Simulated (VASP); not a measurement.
Wanted: the native input for a VASP 6.6.1 run.

```
Task                   : relaxation of cell and atoms
Functional             : PBE
Potentials or basis    : VASP PAW PBE potentials, release 64 (In, Ag, Te)
Cutoff                 : 300 eV
k mesh                 : 4 × 4 × 4
Occupations            : gaussian, width 0.03 eV
Spin                   : no spin polarisation
Further INCAR settings : ALGO = Normal; EDIFF = 1e-06; IBRION = 2; EDIFFG = -0.01; NSW = 90; ISIF = 3
```

The structure of InAgTe2 lies in POSCAR:

```
InAgTe2
1.0
   -3.2336000000      3.2336000000      6.3165500000
    3.2336000000     -3.2336000000      6.3165500000
    3.2336000000      3.2336000000     -6.3165500000
In Ag Te
2 2 4
Direct
    0.5000000000      0.5000000000      0.0000000000
    0.2500000000      0.7500000000      0.5000000000
    0.0000000000      0.0000000000      0.0000000000
    0.7500000000      0.2500000000      0.5000000000
    0.3750000000      0.3868000000      0.5118000000
    0.6132000000      0.1250000000      0.9882000000
    0.8750000000      0.8632000000      0.4882000000
    0.1368000000      0.6250000000      0.0118000000
```

One way to write it, as run:

INCAR

```
SYSTEM = InAgTe2
  PREC = Accurate
  ENCUT = 300
  EDIFF = 1E-6
  ISMEAR = 0
  SIGMA = 0.03
  LREAL = .False.
  LASPH = .True.
  NELM = 80
  ALGO = Normal
  ISIF = 3
  LWAVE = .False.
  LCHARG = .False.
  GGA = PE
  IBRION = 2
  NSW = 90
  EDIFFG = -0.01
  KPAR = 2
```

KPOINTS

```
regular mesh
0
Gamma
  4 4 4
  0 0 0
```

Potentials or basis: VASP PAW PBE potentials, release 64 (In, Ag, Te).

Run with:

```bash
$ cat potpaw_PBE.64/In/POTCAR potpaw_PBE.64/Ag/POTCAR potpaw_PBE.64/Te/POTCAR > POTCAR
$ mpirun -np 2 vasp_std > vasp.out
```

It gave:

```
Relaxed volume                         : 35.13 Å³/atom
Relaxed cell                           : a = 7.996 Å, b = 7.996 Å, c = 7.996 Å, α = 131.47°, β = 131.47°, γ = 71.07°
Space group after relaxing (to 0.05 Å) : I-42d (No. 122)
Energy gained by relaxing              : 48.0 meV/atom
Ionic steps                            : 13
Pressure after relaxing                : 0.0 GPa
Largest force after relaxing           : 0.006 eV/Å
Band gap on the k mesh                 : 0.04 eV, direct
```

Caveat: the cutoff is under 1.25 times the usual one of these potentials, so pressure, stress and relaxed cells hold a basis-set (Pulay) error; spin-orbit coupling is left out, which moves the levels of the heavy elements.

Run time: 6.4 min on 2 MPI ranks on AMD EPYC 7R13 Processor (Zen 3) (shared host), peak memory 0.34 GiB a rank.
